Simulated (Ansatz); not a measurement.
LDA, PBE, PBEsol and r²SCAN on CsBr

```
CELL_PARAMETERS angstrom
4.28600 0.00000 0.00000
0.00000 4.28600 0.00000
0.00000 0.00000 4.28600
ATOMIC_POSITIONS crystal
Cs 0.00000 0.00000 0.00000
Br 0.50000 0.50000 0.50000
```

Atom numbers follow the list: Cs1, Br2.

The cell is COD entry 9008788, as deposited and not checked against the literature; nothing was relaxed. It is an old determination, and later ones may differ.

Spin–orbit coupling is left out, though it moves levels of the heavy atoms by tenths of an eV or more.

One fixed cell is solved with several functionals by PAW with the default files in Ansatz 0.2.0, scalar-relativistically. A positive pressure means that the functional wants a larger cell.

The PAW files were made with PBE; their cores are remade for each functional.

Sampling and basis: a Γ-centred 6×6×6 k mesh, Fermi–Dirac smearing of 0.03 eV, cutoff 420 eV, no spin polarisation.

Cutoffs: PBE 420 eV, LDA 420 eV, PBEsol 420 eV, r²SCAN 500 eV.

(1) One of the runs gave P (GPa) = 1.05, gap over the k mesh and a high-symmetry path (eV) = 4.53, lowest level at Γ above −25 eV, from the valence-band top or, without a gap, the Fermi level (eV) = -19.76. Which setting was it?
A. PBEsol
B. r²SCAN
C. LDA
D. PBE

Answers

(1) D. The full set:
| setting | P (GPa) | gap over the k mesh and a high-symmetry path (eV) | lowest level at Γ above −25 eV, from the valence-band top or, without a gap, the Fermi level (eV) |
| --- | --- | --- | --- |
| PBE | 1.05 | 4.53 | -19.76 |
| LDA | -1.68 | 4.13 | -19.78 |
| PBEsol | -0.45 | 4.34 | -19.74 |
| r²SCAN | 0.43 | 5.30 | -20.28 |
